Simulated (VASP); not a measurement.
**From VASP inputs to Ansatz: Mg$_{2}$Ge (strained antifluorite)**

INCAR

```
LREAL = .FALSE.
NBANDS = 16
EDIFF = 1E-7
ISMEAR = 0
LCHARG = .FALSE.
NSW = 0
METAGGA = R2SCAN
ISIF = 2
SIGMA = 0.01
ENCUT = 520
IBRION = -1
LASPH = .TRUE.
LWAVE = .FALSE.
PREC = Accurate
NELM = 120
ALGO = Normal
```

KPOINTS

```
KPOINTS created by Atomic Simulation Environment
0
Gamma
8 8 8
0 0 0
```

KPOINTS_OPT

```
special points
7
Reciprocal
0.0000000000 0.0000000000 0.0000000000 1
0.5000000000 0.0000000000 0.5000000000 1
0.6250000000 0.2500000000 0.6250000000 1
0.3750000000 0.3750000000 0.7500000000 1
0.5000000000 0.5000000000 0.5000000000 1
0.5000000000 0.2500000000 0.7500000000 1
0.0000000000 0.5000000000 0.5000000000 1
```

POSCAR

```
Ge Mg
 1.0000000000000000
     0.0000000000000000    3.2467632623000000    3.2467632623000000
     3.2467632623000000    0.0000000000000000    3.2467632623000000
     3.2467632623000000    3.2467632623000000    0.0000000000000000
 Ge  Mg
   1   2
Cartesian
  0.0000000000000000  0.0000000000000000  0.0000000000000000
  1.6233816311499998  1.6233816311499998  1.6233816311499998
  4.8701448934500000  4.8701448934500000  4.8701448934500000
```

VASP ran with the recommended PBE PAW datasets (18 valence electrons in the cell).

Problem. Translate these files to an Ansatz input.

Solution. 

```yaml
crystal:
  lattice:
    - [0.0, 3.2467632623, 3.2467632623]
    - [3.2467632623, 0.0, 3.2467632623]
    - [3.2467632623, 3.2467632623, 0.0]
  atoms:
    - { symbol: Ge, position: [0.0, 0.0, 0.0] }
    - { symbol: Mg, position: [0.25, 0.25, 0.25] }
    - { symbol: Mg, position: [0.75, 0.75, 0.75] }
kpoints:
  mp_grid: { grid: [8, 8, 8] }
  band_path:
    path:
      - [0.0, 0.0, 0.0]
      - [0.5, 0.0, 0.5]
      - [0.625, 0.25, 0.625]
      - [0.375, 0.375, 0.75]
      - [0.5, 0.5, 0.5]
      - [0.5, 0.25, 0.75]
      - [0.0, 0.5, 0.5]
    npoints: 1
hamiltonian:
  xc: r2scan
scf:
  occupations: { method: fixed }
  n_extra_bands: 4
output:
  forces: true
  stress: true
  eigenvalues: true
```

Other inputs would serve too.

```
                               VASP    Ansatz
gap between bands v and c   0.48 eV   0.48 eV
         least direct gap   1.30 eV   1.32 eV
                 pressure  -3.2 GPa  -2.9 GPa
```

Datasets and cutoffs are each program's own. VASP's cell holds 18 valence electrons and Ansatz's 34. Ansatz's stress includes a Pulay correction; VASP's doesn't.
